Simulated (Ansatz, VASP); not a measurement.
**HfO2 in VASP and in Ansatz**

File INCAR:

```
PREC = Accurate
ENCUT = 520
EDIFF = 1E-6
ISMEAR = 0
SIGMA = 0.05
LREAL = False
LASPH = True
NELM = 80
ALGO = Normal
ISIF = 2
LWAVE = False
LCHARG = False
GGA = PS
NBANDS = 18
```

The input KPOINTS:

```
regular mesh
0
Gamma
  8 8 8
```

The input POSCAR:

```
HfO2
1.0
   -0.0683121971      2.5324059672      2.5324059672
    2.5324059672     -0.0683121971      2.5324059672
    2.5324059672      2.5324059672     -0.0683121971
Hf O
1 2
Direct
    0.0000000000      0.0000000000      0.0000000000
    0.2500000000      0.2500000000      0.2500000000
    0.7500000000      0.7500000000      0.7500000000
```

Input for Ansatz:

```yaml
crystal:
  lattice:
    - [-0.0683121971, 2.5324059672, 2.5324059672]
    - [2.5324059672, -0.0683121971, 2.5324059672]
    - [2.5324059672, 2.5324059672, -0.0683121971]
  atoms:
    - { symbol: Hf, position: [0.0, 0.0, 0.0] }
    - { symbol: O, position: [0.25, 0.25, 0.25] }
    - { symbol: O, position: [0.75, 0.75, 0.75] }
basis:
  ecutwfc: 520.0
kpoints:
  mp_grid: { grid: [8, 8, 8] }
hamiltonian:
  xc: pbesol
  pseudopotentials: { kind: paw, azcp: { folder: soft_1 } }
scf:
  occupations: { method: gaussian, width: 0.05 }
output:
  forces: true
  stress: true
  eigenvalues: true
```

Alike in both runs: task single point; functional PBEsol; k mesh 8 × 8 × 8; occupations gaussian, width 0.05 eV; no spin polarisation.

|  | VASP | Ansatz |
| --- | --- | --- |
| version | VASP 6.6.1 | Ansatz 0.2.0 |
| potentials or method | VASP PAW PBE potentials, release 64 (Hf_pv, O) | scalar-relativistic, plane waves, PAW |
| plane-wave cutoff (eV) | 520 | 520 |
| valence electrons in the cell | 22 | 38 |

```csv
,VASP,Ansatz,Ansatz less VASP
gap on the k mesh at the Fermi level (eV),3.59,3.59,-0.009
least direct gap on the mesh (eV),3.59,3.59,-0.009
pressure (GPa),-15.2,-11.8,+3.31
largest component of the traceless stress (GPa),2.16,2.28,+0.119
rms of the force components (eV/Å),0.125,0.138,+0.0129
```

Atom by atom the forces differ by 0.013 eV/Å (rms over components). The two sets of potentials don't hold the same shells in valence. Ansatz warned: «pseudo_functional_mismatch».

Caveats: so large a pressure means that the cell lies far from this level's equilibrium, or that cutoff or potentials fall short (VASP); the potentials were made for another functional, which shifts forces and pressure (VASP); spin-orbit coupling is left out, which moves the levels of the heavy elements. A k mesh can miss the band edges.
